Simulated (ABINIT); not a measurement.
Crystal: AlCo.

```
Co Al
1.0
     2.81940    0.00000    0.00000
     0.00000    2.81940    0.00000
     0.00000    0.00000    2.81940
Co Al
1 1
Direct
  0.50000 0.50000 0.50000
  0.00000 0.00000 0.00000
```

The cell is a database's computed one.

Program: ABINIT 10.8.3 (patched build). Alike in all runs: task single point; level PBE; potentials or basis JTH PAW PBE v2.0; cell as given; cutoff (eV) 707; smearing fermi-dirac 0.05 eV. Hardware: 1 thread of Intel(R) Xeon(R) Platinum 8259CL CPU @ 2.50GHz (Skylake/Cascade Lake), with other jobs on the host.

Question: Order these runs on this cell by their wall time, lowest first.
A. spin collinear, random start; k mesh 7 × 7 × 7; mesh quality not flagged
B. spin off; k mesh 7 × 7 × 7; mesh quality not flagged
C. spin non-collinear, random start; k mesh 4 × 4 × 4; most SCF steps 80; mesh quality coarse

Answer: B (17 s), A (35 s), C (340 s).

Caveats: some runs use coarse meshes; small starting moments can end in a higher magnetic state in this program (some runs).
